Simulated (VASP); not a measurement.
# Sc (I4/mmm) in VASP: further runs

The runs below take Sc through single point, with PBE.

Everything below comes from runs of VASP 6.6.1. Logs are shortened: lines on timing, memory, paths and dates and some standing lists are left out, and cuts for length are marked.

**1. The cell of the first run**

The structure is tetragonal, space group I4/mmm (No. 139). The conventional cell has a = 3.211 Å, b = 3.211 Å, c = 4.609 Å, α = 90.00°, β = 90.00°, γ = 90.00°. Around Sc (site symmetry 4/mmm) lie 12 Sc at 3.21 to 3.24 Å.

This isn't the form of Sc at room conditions, which is hcp.

**2. Single point, PBE (strain +0.0150 x Voigt [1, 0, 0, 0, 0, 0], atoms carried along)**

INCAR reads:

```
SYSTEM = Sc
  PREC = Accurate
  ENCUT = 520
  EDIFF = 1E-6
  ISMEAR = 0
  SIGMA = 0.15
  LREAL = .FALSE.
  LASPH = .TRUE.
  NELM = 100
  ALGO = Fast
  ISIF = 2
  LWAVE = .FALSE.
  LCHARG = .TRUE.
  GGA = PE
  LELF = .TRUE.
  LVHAR = .TRUE.
  NBANDS = 12
```

KPOINTS reads:

```
Automatic mesh
0
G
  18 18 18
  0 0 0
```

POSCAR reads:

```
Sc
1.0
    0.0000000000      2.2705000000      2.2705000000
    2.3045575000      0.0000000000      2.2705000000
    2.3045575000      2.2705000000      0.0000000000
Sc
1
Direct
    0.0000000000      0.0000000000      0.0000000000
```

Potentials or basis: VASP PAW PBE potentials, release 64 (Sc_sv).

Command:

```console
$ cat potpaw_PBE.64/Sc_sv/POTCAR > POTCAR
$ mpirun -np 1 vasp_std > vasp.out
```

OUTCAR:

```text
SYSTEM = Sc
   PREC = Accurate
   ENCUT = 520
   EDIFF = 1E-6
   ISMEAR = 0
   LREAL = .FALSE.
   LASPH = .TRUE.
   NELM = 100
   ISIF = 2
   GGA = PE

 ion  position               nearest neighbor table
   1  0.000  0.000  0.000-

  LATTYP: Found a body centered tetragonal cell.
 ALAT       =     3.2109718934
 C/A-ratio  =     1.4354267658

  Lattice vectors:

 A1 = (   2.3045575000,   0.0000000000,   2.2705000000)
 A2 = (   2.3045575000,   0.0000000000,  -2.2705000000)
 A3 = (  -2.3045575000,   2.2705000000,   0.0000000000)

Analysis of symmetry for initial positions (statically):
=====================================================================
 Subroutine PRICEL returns:
 Original cell was already a primitive cell.

 Routine SETGRP: Setting up the symmetry group for a
 body centered tetragonal supercell.

 Subroutine GETGRP returns: Found 16 space group operations
 (whereof 16 operations were pure point group operations)
 out of a pool of 16 trial point group operations.

The static configuration has the point symmetry D_4h.

Analysis of symmetry for dynamics (positions and initial velocities):
=====================================================================
 Subroutine PRICEL returns:
 Original cell was already a primitive cell.

 Routine SETGRP: Setting up the symmetry group for a
 body centered tetragonal supercell.

 Subroutine GETGRP returns: Found 16 space group operations
 (whereof 16 operations were pure point group operations)
 out of a pool of 16 trial point group operations.

The dynamic configuration has the point symmetry D_4h.

 Subroutine INISYM returns: Found 16 space group operations
 (whereof 16 operations are pure point group operations),
 and found     1 'primitive' translations

----------------------------------------------------------------------------------------

                                     Primitive cell

  volume of cell :      23.7608

  direct lattice vectors                    reciprocal lattice vectors
     0.000000000  2.270500000  2.270500000    -0.216961391  0.220215811  0.220215811
     2.304557500  0.000000000  2.270500000     0.216961391 -0.220215811  0.220215811
     2.304557500  2.270500000  0.000000000     0.216961391  0.220215811 -0.220215811

  length of vectors
     3.210971893  3.235143818  3.235143818     0.379555335  0.379555335  0.379555335

  position of ions in fractional coordinates (direct lattice)
     0.000000000  0.000000000  0.000000000

  ion indices of the primitive-cell ions
   primitive index   ion index
                 1           1

[... 81 lines left out ...]
   PSTRESS=    0.0 pullay stress
   NELECT =      11.0000    total number of electrons
   NUPDOWN=      -1.0000    fix difference up-down
   EMIN   =  10.00;   EMAX   =-10.00  energy-range for DOS
   EFERMI =   0.00;   METHOD = LEGACY
   ISMEAR =     0;   SIGMA  =   0.15  broadening in eV -4-tet -1-fermi 0-gaus
   EFERMI_NEDOS =   21; number of points for ismear=-14 and -15
   IALGO  =     68    algorithm
   IMIX   =      4    mixing-type and parameters
     AMIX     =   0.40;   BMIX     =  1.00
     AMIX_MAG =   1.60;   BMIX_MAG =  1.00
  volume/ion in A,a.u.               =      23.76       160.35
  Fermi-wavevector in a.u.,A,eV,Ry     =   1.266443  2.393230 21.822072  1.603877
  Thomas-Fermi vector in A             =   2.399643
   LORBIT       =      0    0 simple, 1 ext, 2 COOP (PROOUT), +10 PAW based schemes
   GGA     = PE    functional components
   LHFCALC =     F    Hartree Fock is set to
   AEXX    =    0.0000 exact exchange contribution
   IVDW    =     0    specifies the selected vdW correction
   LEPSILON=     F    determine dielectric tensor
   LRPA    =     F    only Hartree local field effects (RPA)
 non-spin polarized calculation
 RMM-DIIS sequential band-by-band and
 Gauss-broadening in eV      SIGMA  =   0.15
  energy-cutoff  :      520.00
  volume of cell :       23.76
 maximum number of plane-waves:       654
   NGX = 11   NGY = 13   NGZ = 13

 number of electron      10.9999997 magnetization

 Free energy of the ion-electron system (eV)
  ---------------------------------------------------
  ext. energy  EPLUGINS =         0.00000000
  ---------------------------------------------------
  free energy    TOTEN  =        -6.20554275 eV

  energy without entropy =       -6.18432664  energy(sigma->0) =       -6.19493469

 E-fermi :   3.9626     XC(G=0): -10.0221

 val. band max:        3.9620618030   @ k =  -0.4444   0.1667   0.1667
 cond. band min:       3.9628881617   @ k =  -0.3889   0.1667   0.0000
 fundamental gap:      0.0008263587
 Fermi energy:         3.9626375753

 k-point     1 :       0.0000    0.0000    0.0000
  band No.  band energies     occupation
      1     -45.3763      2.00000
      2     -23.7717      2.00000
      3     -23.7717      2.00000
      4     -23.7710      2.00000
      5      -1.2997      2.00000
      6       5.5272      0.00000
      7       5.6262      0.00000
      8       5.6262      0.00000
      9       6.9789      0.00000
     10       7.0955      0.00000
     11      16.6668      0.00000
     12      20.0580      0.00000
[... 331 lines left out ...]
 k-point    24 :      -0.2222    0.0556    0.0000
  band No.  band energies     occupation
      1     -45.3425      2.00000
      2     -23.9861      2.00000
      3     -23.8132      2.00000
      4     -23.7953      2.00000
      5       0.1564      2.00000
      6       4.7310      0.00000
      7       5.7704      0.00000
      8       5.8736      0.00000
      9       6.8343      0.00000
     10       7.2746      0.00000
     11      14.9368      0.00000
     12      17.2769      0.00000

 [... further k-points ...]

------------------------ aborting loop because EDIFF is reached ----------------------------------------

  FORCE on cell =-STRESS in cart. coord.  units (eV):
  Direction    XX          YY          ZZ          XY          YZ          ZX
  --------------------------------------------------------------------------------------
  -------------------------------------------------------------------------------------
  Total        0.2582125      0.3219224      0.3219224      0.0000000      0.0000000      0.0000000
  in kB       17.4111458     21.7070708     21.7070708      0.0000000      0.0000000      0.0000000
  external PRESSURE =      20.2750958 kB  Pullay stress =       0.0000000 kB

 VOLUME and BASIS-vectors are now :
 -----------------------------------------------------------------------------
  energy-cutoff  :      520.00
  volume of cell :       23.76
      direct lattice vectors                 reciprocal lattice vectors
     0.000000000  2.270500000  2.270500000    -0.216961391  0.220215811  0.220215811
     2.304557500  0.000000000  2.270500000     0.216961391 -0.220215811  0.220215811
     2.304557500  2.270500000  0.000000000     0.216961391  0.220215811 -0.220215811

 POSITION                                       TOTAL-FORCE (eV/Angst)
 -----------------------------------------------------------------------------------
      0.00000      0.00000      0.00000         0.000000      0.000000      0.000000
 -----------------------------------------------------------------------------------
    total drift:                                0.000000      0.000000     -0.000000

  FREE ENERGIE OF THE ION-ELECTRON SYSTEM (eV)
  ---------------------------------------------------
  free  energy   TOTEN  =        -6.2055427454 eV

  energy  without entropy=       -6.1843266371  energy(sigma->0) =       -6.19493469
```

OSZICAR:

```text
N       E                     dE             d eps       ncg     rms          rms(c)
DAV:   1     0.735956652507E+02    0.73596E+02   -0.51047E+03 11536   0.901E+02
DAV:   2    -0.541085192167E+01   -0.79007E+02   -0.77366E+02 11524   0.283E+02
DAV:   3    -0.683992776648E+01   -0.14291E+01   -0.14024E+01 15284   0.503E+01
DAV:   4    -0.686297592760E+01   -0.23048E-01   -0.23029E-01 14456   0.512E+00
DAV:   5    -0.686335402983E+01   -0.37810E-03   -0.37810E-03 15612   0.622E-01    0.549E+00
RMM:   6    -0.626603232379E+01    0.59732E+00   -0.62755E-01 11963   0.104E+01    0.169E+00
RMM:   7    -0.621189647272E+01    0.54136E-01   -0.66018E-01 14763   0.691E+00    0.792E-01
RMM:   8    -0.620713068456E+01    0.47658E-02   -0.45586E-02 12452   0.311E+00    0.479E-01
RMM:   9    -0.620565065641E+01    0.14800E-02   -0.14731E-02 14725   0.116E+00    0.120E-01
RMM:  10    -0.620551693434E+01    0.13372E-03   -0.33439E-03 16031   0.553E-01    0.424E-02
RMM:  11    -0.620558597801E+01   -0.69044E-04   -0.72111E-04 15555   0.164E-01    0.325E-02
RMM:  12    -0.620554266861E+01    0.43309E-04   -0.16254E-04 13241   0.177E-01    0.175E-02
RMM:  13    -0.620554236803E+01    0.30057E-06   -0.24907E-05 13898   0.654E-02    0.396E-03
RMM:  14    -0.620554274540E+01   -0.37737E-06   -0.59081E-06 13220   0.278E-02
   1 F= -.62055427E+01 E0= -.61949347E+01  d E =-.212161E-01
```

Run time: 72 s. Hardware: 1 thread of Intel Xeon Platinum 8259CL at 2.50GHz (Skylake/Cascade Lake), shared host; peak memory 0.24 GiB.

What came out:

```yaml
Free_energy: -6.2055 eV
Pressure: 2.0 GPa
Band_gap_on_the_k_mesh: none (metal or under the smearing width)
```

**3. Single point, PBE (strain +0.0450 x Voigt [1, 0, 0, 0, 0, 0], atoms carried along)**

INCAR reads:

```
SYSTEM = Sc
PREC = Accurate ; ENCUT = 520
EDIFF = 1E-6 ; ISMEAR = 0
SIGMA = 0.15 ; LREAL = .FALSE.
LASPH = .TRUE. ; NELM = 100
ALGO = Fast ; ISIF = 2
LWAVE = .FALSE. ; LCHARG = .TRUE.
GGA = PE ; LELF = .TRUE.
LVHAR = .TRUE. ; NBANDS = 12
```

KPOINTS reads:

```
regular mesh
0
G
  18 18 18
  0 0 0
```

POSCAR reads:

```
Sc
1.0
    0.0000000000      2.2705000000      2.2705000000
    2.3726725000      0.0000000000      2.2705000000
    2.3726725000      2.2705000000      0.0000000000
Sc
1
Direct
    0.0000000000      0.0000000000      0.0000000000
```

Potentials or basis: VASP PAW PBE potentials, release 64 (Sc_sv).

Command:

```console
$ cat potpaw_PBE.64/Sc_sv/POTCAR > POTCAR
$ mpirun -np 1 vasp_std > vasp.out
```

Wall time 70 s (1 thread of Intel Xeon Platinum 8259CL at 2.50GHz (Skylake/Cascade Lake), shared host); peak memory 0.25 GiB.

Results (log left out):

```
Free energy            : -6.2089 eV
Pressure               : 0.4 GPa
Band gap on the k mesh : none (metal or under the smearing width)
```

Stress tensor (GPa, compression positive):
```
-0.46  0.00  0.00
 0.00  0.86  0.00
 0.00  0.00  0.86
```

Levels at points of the mesh, in eV from the Fermi level:
```
           k point  band 1  band 2  band 3  band 4  band 5  band 6  band 7  band 8  band 9  band 10
(0.00, 0.00, 0.00)  -49.42  -27.83  -27.83  -27.83   -5.21    1.40    1.69    1.69    2.80     3.14
(0.50, 0.00, 0.00)  -49.36  -28.24  -27.90  -27.87   -1.77    0.24    1.32    1.64    3.81     3.94
(0.50, 0.50, 0.00)  -49.33  -28.21  -28.01  -27.96   -1.52   -0.66    2.16    3.85    4.00     4.22
(0.00, 0.50, 0.50)  -49.35  -28.20  -27.96  -27.96   -1.58   -0.57    1.53    3.89    4.10     4.10
```

**4. Single point, PBE (strain -0.0600 x Voigt [1, 0, 0, 0, 0, 0], atoms carried along)**

INCAR reads:

```
PREC = Accurate
ENCUT = 520
EDIFF = 1E-6
ISMEAR = 0
SIGMA = 0.15
LREAL = F
LASPH = T
NELM = 100
ALGO = Fast
ISIF = 2
LWAVE = F
LCHARG = F
GGA = PE
NBANDS = 12
```

KPOINTS reads:

```
Automatic mesh
0
Gamma
  18 18 18
```

POSCAR reads:

```
Sc
1.0
    0.0000000000      2.2705000000      2.2705000000
    2.1342700000      0.0000000000      2.2705000000
    2.1342700000      2.2705000000      0.0000000000
Sc
1
Direct
    0.0000000000      0.0000000000      0.0000000000
```

Command:

```console
$ cat potpaw_PBE.64/Sc_sv/POTCAR > POTCAR
$ mpirun -np 1 vasp_std > vasp.out
```

Wall time 70 s (1 thread of Intel Xeon Platinum 8259CL at 2.50GHz (Skylake/Cascade Lake), shared host); peak memory 0.23 GiB.

It converged, with:

```
Free energy            : -6.1515 eV
Pressure               : 7.0 GPa
Band gap on the k mesh : none (metal or under the smearing width)
```

Stress tensor (GPa, compression positive):
```
8.10 0.00 0.00
0.00 6.50 0.00
0.00 0.00 6.50
```

Levels at points of the mesh, in eV from the Fermi level:
```csv
k point,band 2,band 3,band 4,band 5,band 6,band 7,band 8,band 9
"(0.00, 0.00, 0.00)",-27.49,-27.49,-27.49,-5.40,1.60,1.60,2.02,3.05
"(0.50, 0.00, 0.00)",-28.07,-27.58,-27.54,-1.90,0.47,1.34,1.86,4.24
"(0.50, 0.50, 0.00)",-28.02,-27.70,-27.64,-1.80,-0.72,2.03,4.33,4.46
"(0.00, 0.50, 0.50)",-28.02,-27.73,-27.73,-1.74,-0.92,3.04,4.36,4.65
```

[end of part 1 of 2]
